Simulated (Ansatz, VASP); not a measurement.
**PbSe: VASP beside Ansatz**

```xyz
4
Lattice="4.2205 0.0000 0.0000 -2.1102 3.6550 0.0000 0.0000 0.0000 7.4218" Properties=species:S:1:pos:R:3 pbc="T T T"
Pb    0.0000    0.0000    0.0000
Pb    0.0000    0.0000    3.7109
Se    0.0000    2.4367    1.8554
Se    2.1102    1.2183    5.5663
```

Alike in both runs: task single point; functional PBE; k mesh 6 × 6 × 4; occupations fermi-dirac, width 0.02 eV; no spin polarisation.

```csv
,VASP,Ansatz
version,VASP 6.6.1,Ansatz 0.2.0
potentials or method,"VASP PAW PBE potentials, release 64 (Pb_d, Se)","plane waves, PAW"
plane-wave cutoff (eV),520,420
valence electrons in the cell,40,60
```

|  | VASP | Ansatz | Ansatz less VASP |
| --- | --- | --- | --- |
| pressure (GPa) | 3.2 | 3.2 | +0.02 |
| largest component of the traceless stress (GPa) | 0.46 | 0.46 | +0.003 |

With one functional, cell and mesh, what is left measures potentials, basis and numerics. The two sets of potentials don't hold the same shells in valence.

The runs have no spin-orbit coupling, so splittings on Pb are missing.
